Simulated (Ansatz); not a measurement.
# MgS: the cost of one run

Program: Ansatz 0.2.0. Level of theory: DFT PBEsol, scalar-relativistic, plane waves, PAW. These are calculated values, not measurements.

## Step 1: The system as given

The structure is hexagonal, space group P6_3mc (No. 186). The conventional cell has a = 4.035 Å, b = 4.035 Å, c = 6.432 Å, α = 90.00°, β = 90.00°, γ = 120.00°. Around Mg (site symmetry 3m) lie 4 S at 2.45 to 2.47 Å. S (site symmetry 3m) has 4 Mg at 2.45 to 2.47 Å as nearest neighbours.

Structure file:

```
CELL_PARAMETERS angstrom
4.03462 0.00000 0.00000
-2.01731 3.49409 0.00000
0.00000 0.00000 6.43229
ATOMIC_POSITIONS crystal
Mg 0.66667 0.33333 0.49575
Mg 0.33333 0.66667 0.99575
S 0.33333 0.66667 0.37924
S 0.66667 0.33333 0.87924
```

Source of the structure: the Materials Project (structure only).

## Step 2: Probe: one point at the start

input.yaml

```yaml
crystal:
  lattice:
    - [4.0346224068, 0.0, 0.0]
    - [-2.0173112034, 3.494085499, 0.0]
    - [0.0, 0.0, 6.43229418]
  atoms:
    - { symbol: Mg, position: [0.66666667, 0.33333333, 0.49575485] }
    - { symbol: Mg, position: [0.33333333, 0.66666667, 0.99575485] }
    - { symbol: S, position: [0.33333333, 0.66666667, 0.37924415] }
    - { symbol: S, position: [0.66666667, 0.33333333, 0.87924415] }
basis:
  ecutwfc: 420
kpoints:
  mp_grid: { grid: [6, 6, 4] }
hamiltonian:
  xc: pbesol
scf:
  occupations: { method: gaussian, width: 0.1 }
output:
  forces: true
  stress: true
  eigenvalues: true
```

The run is started by

```console
ansatz run input.yaml --threads 1 --pin off --max-ram 1228MiB --backend cpu --events-out ev --progress --plain --runs-dir out
```

Q: Estimate wall time and peak memory on 1 thread of an Arm CPU, shared host.

About 4.5 s, with a peak of 0.33 GiB.
